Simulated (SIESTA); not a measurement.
The system is Ta.

```
CELL_PARAMETERS angstrom
-1.65128 1.65128 1.65128
1.65128 -1.65128 1.65128
1.65128 1.65128 -1.65128
ATOMIC_POSITIONS crystal
Ta 0.00000 0.00000 0.00000
```

Program: SIESTA 5.4.2. Alike in all runs: task single point; no spin polarisation; cell as given; k mesh 11 × 11 × 11; smearing fermi-dirac 0.05 eV; grid cutoff 800 Ry; energy shift 0.003 Ry.

Task: Order these runs on this cell by their pressure, lowest first.
A. level vdW-DF; potentials or basis PseudoDojo 0.4 standard (PBE files), DZP (energy shift 0.003 Ry; two zetas on semicore shells)
B. level PBE; potentials or basis PseudoDojo 0.5 standard (PBE files), DZP (energy shift 0.003 Ry; two zetas on semicore shells)
C. level vdW-DF2; potentials or basis PseudoDojo 0.4 standard (PBE files), DZP (energy shift 0.003 Ry; two zetas on semicore shells)

Result: B (3.3 GPa), A (7.7 GPa), C (12.5 GPa).

Caveats: short orbitals over semicore shells can move pressures by several GPa; the basis of atomic orbitals isn't converged, which shifts pressures, moduli and gaps; the potentials were made for another functional, which shifts forces and pressure (some runs).
